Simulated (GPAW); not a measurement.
Si2W:

```
W Si
1.0
     4.61685    0.00000    0.00000
    -2.30843    3.99831    0.00000
     0.00000    0.00000    6.65322
W Si
3 6
Direct
  0.50000 0.00000 0.50000
  0.50000 0.50000 0.83333
  0.00000 0.50000 0.16667
  0.32725 0.16363 0.16667
  0.83637 0.16363 0.83333
  0.16363 0.32725 0.50000
  0.67275 0.83637 0.16667
  0.16363 0.83637 0.83333
  0.83637 0.67275 0.50000
```

Measurements of this composition are mostly on another form, of space group No. 139.

Base run:

```yaml
Program: GPAW 26.7.0
Functional: PBE
Potentials_or_basis: GPAW PAW data sets (gpaw-data 1.2.1)
Cutoff: 600 eV
Basis: pw
k_mesh: 7 × 7 × 4
Occupations: fermi-dirac, width 0.05 eV
Spin: no spin polarisation
```

Its results: pressure 0.1 GPa; largest force 0.007 eV/Å.

Problem. The run is repeated on the same cell with these changes: functional from PBE to r2SCAN; k mesh from 7 × 7 × 4 to 5 × 5 × 3. What comes out?

Solution. Pressure -4.1 GPa; largest force 0.012 eV/Å.

Several settings changed at once, so the effect can't be laid on one alone.

Caveats: the PAW data sets were made with another functional, which shifts forces and pressure a little (some runs).
